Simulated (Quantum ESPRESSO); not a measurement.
BAs:

```xyz
2
Lattice="0.0000 2.3885 2.3885 2.3885 0.0000 2.3885 2.3885 2.3885 0.0000" Properties=species:S:1:pos:R:3 pbc="T T T"
As    3.5827    3.5827    3.5827
B     0.0000    0.0000    0.0000
```

Base run:

| Quantity | Value |
| --- | --- |
| Program | Quantum ESPRESSO 7.5 |
| Functional | BLYP |
| Potentials or basis | GBRV 1.5 PBE |
| Cutoff | 612 eV |
| Density cutoff | 4898 eV |
| k mesh | 8 × 8 × 8, shifted |
| Occupations | fermi-dirac, width 0.05 eV |
| Spin | no spin polarisation |

Its results: pressure 9.2 GPa; electronic dielectric tensor (diagonal) 9.47.

Problem. The run is repeated on the same cell with these changes: functional from BLYP to WC. What comes out?

Solution. Pressure 0.5 GPa; electronic dielectric tensor (diagonal) 9.87.

WC binds more tightly than BLYP, so the same cell stands under less pressure.

Caveats: the potentials were made for another functional, which shifts forces and pressure; the cell is more than 3 GPa from zero pressure, which shifts response properties (some runs).
